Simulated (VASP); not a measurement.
Write the native input for VASP 6.6.1 that does the following.

| Quantity | Value |
| --- | --- |
| Task | single point |
| Functional | PBE |
| Potentials or basis | VASP PAW PBE potentials, release 64 (Cd, S) |
| Cutoff | 520 eV |
| k mesh | 10 × 6 × 10 |
| Occupations | gaussian, width 0.03 eV |
| Spin | no spin polarisation |
| Dipole correction | no |
| Further INCAR settings | ALGO = Fast; EDIFF = 1e-07; NBANDS = 26 |

The structure of CdS lies in POSCAR:

```
CdS
1.0
    3.8855584753      0.0000000000      0.0000000000
    0.0000000000      5.4948840014      0.0000000000
    0.0000000000      0.0000000000      3.8854731512
Cd S
2 2
Direct
    0.5000000000      0.5000000000      0.2499273253
    0.0000000000      0.0000000000      0.7500726747
    0.5000000000      0.0000000000      0.2500244678
    0.0000000000      0.5000000000      0.7499755322
```

The cell comes from a database or a generator and needn't be the stable form of this composition.

The input as run:

INCAR

```
PREC = Accurate ; ENCUT = 520
EDIFF = 1E-7 ; ISMEAR = 0
SIGMA = 0.03 ; LREAL = False
LASPH = True ; NELM = 100
ALGO = Fast ; ISIF = 2
LWAVE = False ; LCHARG = False
GGA = PE ; NBANDS = 26
```

KPOINTS

```
Automatic mesh
0
Gamma
  10 6 10
```

Potentials or basis: VASP PAW PBE potentials, release 64 (Cd, S).

The run is started by

```sh
$ cat potpaw_PBE.64/Cd/POTCAR potpaw_PBE.64/S/POTCAR > POTCAR
$ mpirun -np 1 vasp_std > vasp.out
```

It gave:

```json
{
 "Pressure": "0.4 GPa",
 "Band gap on the k mesh": "0.25 eV"
}
```

Wall time 3.8 min on 1 thread of Intel(R) Xeon(R) Platinum 8488C (Sapphire Rapids), with other jobs on the host, peak memory 0.37 GiB.
